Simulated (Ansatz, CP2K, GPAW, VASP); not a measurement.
**Fitting the PBEsol energy curve of CdS**

The structure is cubic, space group F-43m (No. 216). The conventional cell has a = 5.833 Å, b = 5.833 Å, c = 5.833 Å, α = 90.00°, β = 90.00°, γ = 90.00°. Cd (site symmetry -43m) has 4 S at 2.53 Å as nearest neighbours. Around S (site symmetry -43m) lie 4 Cd at 2.53 Å.

The cell was scaled at fixed shape and fractions and run with CP2K, POTENTIAL_UZH Cd GTH-PBE-q12, S GTH-PBE-q6; TZVP-MOLOPT-PBE-GTH basis; PBEsol, k mesh 8 × 8 × 8 on the cell of 2 atoms, fermi-dirac occupations of 0.05 eV, no spin polarisation, no spin-orbit coupling. The potentials were made for PBE. Energies are those that the program minimises, any entropy of the smearing included.

```tsv
V (Å³/atom)	energy over the lowest row (meV/atom)
23.3192	25.98
23.8154	?
24.3115	4.05
24.8077	0.03
25.3038	0.00
25.8000	3.54
26.2961	10.28
```

Fit the third-order Birch-Murnaghan form, give V0, B0 and B′, and predict the energy left open.

With y = (V0/V)^(2/3), E = E0 + (9 V0 B0/16) [(y - 1)³ B′ + (y - 1)² (6 - 4y)]. Least squares through the rows shown give V0 = 25.0575 Å³/atom, E0 = -0.46 meV, B0 = 61.46 GPa (1 eV/Å³ = 160.218 GPa) and B′ = 4.57, with a largest miss of 0.01 meV. At V = 23.8154 the form with these constants gives 12.52 meV; the run gave 12.53 meV an atom. Other set-ups at this level, from all their volumes (Å³/atom, GPa): GPAW, PAW data sets generated for this functional: V0 24.633, B0 62.07; Ansatz, all-electron LAPW, scalar-relativistic: V0 24.707, B0 61.39; VASP, PBE PAW files Cd, S, 520 eV (made for PBE): V0 24.867, B0 61.24. Measured volume: 24.71 Å³/atom at 300 K (a printed reference work), so the fit lies +1.4 % from it. The runs are for a static lattice.
